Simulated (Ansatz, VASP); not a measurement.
Two plane-wave programs on P

```xyz
3
Lattice="-2.3382 2.3382 2.3382 2.3382 -2.3382 2.3382 2.3382 2.3382 -2.3382" Properties=species:S:1:pos:R:3 pbc="T T T"
P     2.3382    0.0000    0.0000
P     0.0000    2.3382    0.0000
P     0.0000    0.0000    2.3382
```

Alike in both runs: functional PBE; k mesh 6 × 6 × 6; occupations gaussian, width 0.1 eV; no spin polarisation.

Ansatz relaxed the structure, and its values are those at the end. VASP's run is a single point on that final structure, the one shown.

|  | VASP | Ansatz |
| --- | --- | --- |
| version | VASP 6.6.1 | Ansatz 0.2.0 |
| potentials or method | VASP PAW PBE potentials, release 64 (P) | scalar-relativistic, plane waves, PAW |
| plane-wave cutoff (eV) | 520 | 420 |
| valence electrons in the cell | 15 | 15 |

VASP gave:

```
gap on the k mesh at the Fermi level (eV) : none
pressure (GPa)                            : -0.2
```

Task: Estimate Ansatz's values.

Result: gap on the k mesh at the Fermi level (eV): none; pressure (GPa): 0.0.

A gap of «none» marks a metal or a gap that the smearing closes.
